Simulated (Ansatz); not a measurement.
Co under changes of volume

One of the cells (10.886 Å³/atom); the others are scaled copies at fixed shape and fractional positions:

```xyz
2
Lattice="2.4874 0.0000 0.0000 -1.2437 2.1541 0.0000 0.0000 0.0000 4.0633" Properties=species:S:1:pos:R:3 pbc="T T T"
Co    0.0000    1.4361    3.0074
Co    1.2437    0.7180    1.0559
```

* Program: Ansatz 0.2.0
* Functional: r2SCAN
* Potentials or basis: Ansatz PAW
* Cutoff: 500 eV (not typed: the program's choice for these potentials)
* k mesh: 12 × 12 × 7
* Occupations: fermi-dirac, width 0.05 eV
* Spin: collinear spin, ferromagnetic start
* Starting moments: [2.0, 2.0] μB

| volume (Å³/atom) | energy over the lowest point (meV/atom) | pressure (GPa) | moment (μB per cell) | largest force (eV/Å) |
| --- | --- | --- | --- | --- |
| 10.233 | ? | ? | ? | ? |
| 10.450 | 5.08 | 6.1 | 3.55 | 0.329 |
| 10.668 | 0.00 | 1.1 | 3.58 | 0.258 |
| 10.886 | 1.53 | -3.5 | 3.59 | 0.193 |
| 11.103 | 9.00 | -7.5 | 3.60 | 0.133 |
| 11.321 | 21.78 | -11.2 | 3.60 | 0.078 |
| 11.539 | 39.21 | -14.3 | 3.61 | 0.028 |

Q: What does the run at 10.233 Å³/atom give?

A: Energy over the lowest point 17.28 meV/atom; pressure 11.6 GPa; moment 3.52 μB per cell; largest force 0.407 eV/Å.

Worked out: A Birch-Murnaghan fit of order 3 (a polynomial in V^(-2/3)) to the other rows has its minimum at 10.72 Å³/atom with B0 = V·E''(V) = 234 GPa and B' = 4.8 at fixed shape and positions, which overstates the stiffness. It gives 17.63 meV/atom at 10.233 Å³/atom, against the run's 17.28, and -dE/dV = 12.2 GPa, against 11.6. A parabola through the other rows of the moment, of slope 0.129 μB per Å³/atom there, extrapolates to 3.53 μB, against the run's 3.52.

Energies are extrapolated to zero smearing.

Caveats: the magnetic or orbital state may not be the lowest; the PAW data sets come from PBE, with cores solved anew for the run's functional, which leaves a small shift of forces and pressure.
